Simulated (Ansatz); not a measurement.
# Two Ansatz runs on Ti

The cell is the one relaxed in the Materials Project (mp-73), not relaxed further here; entries there can be hypothetical. The listed cell was then made from it by scaling, straining or moving an atom.

First run: DFT, r2SCAN, all-electron PAW with datasets made for the crystal, scalar-relativistic (Ansatz 0.2.0).

Command: `ansatz run input.yaml --threads 1 --pin off --max-ram 2048MiB --backend cpu --events-out ev --progress --plain --runs-dir out` The run took 24 s on 1 thread of Arm Neoverse V2, with other jobs on the host.

```yaml
crystal:
  lattice:
    - [-1.6583343322, 1.6258179727, 1.6258179727]
    - [1.6258179727, -1.6583343322, 1.6258179727]
    - [1.6258179727, 1.6258179727, -1.6583343322]
  atoms:
    - { symbol: Ti, position: [0.0, 0.0, 0.0] }
kpoints:
  mp_grid: { grid: [18, 18, 18] }
scf:
  occupations: { method: fermi_dirac, width: 0.05 }
hamiltonian:
  xc: r2scan
  pseudopotentials: { kind: all_electron, datasets: crystal }
output:
  forces: true
  stress: true
  eigenvalues: true
  efg: { contact_densities: true }
```

Result: converged; pressure 0.14 GPa; no gap on the k mesh; 8 SCF iterations.

A second run of a changed input logged this at its end:

```
Error: YAML parse error: error: line 12 column 3: unknown field `NELM`, expected one of max_iter, algorithm, n_extra_bands, self_checks, convergence, lower_state_search, omitted_lower_state_checks, lower_solution_reach, mixing, occupations, eigensolver, initial_density, exx
  --> <input>:12:3
   |
10 | scf:
11 |   occupations: { method: fermi_dirac, width: 0.05 }
12 |   NELM: 60
   |   ^ unknown field `NELM`, expected one of max_iter, algorithm, n_extra_bands, self_checks, convergence, lower_state_search, omitted_lower_state_checks, lower_solution_reach, mixing, occupations, eigensolver, initial_density, exx
13 |   max_iter: 50
14 | hamiltonian:
   |
```

Problem. What was wrong with the input?

Solution. A keyword of another program, by this change (others could give a like log):
```diff
@@ -10,4 +10,6 @@
 scf:
   occupations: { method: fermi_dirac, width: 0.05 }
+  NELM: 60
+  max_iter: 50
 hamiltonian:
   xc: r2scan
```
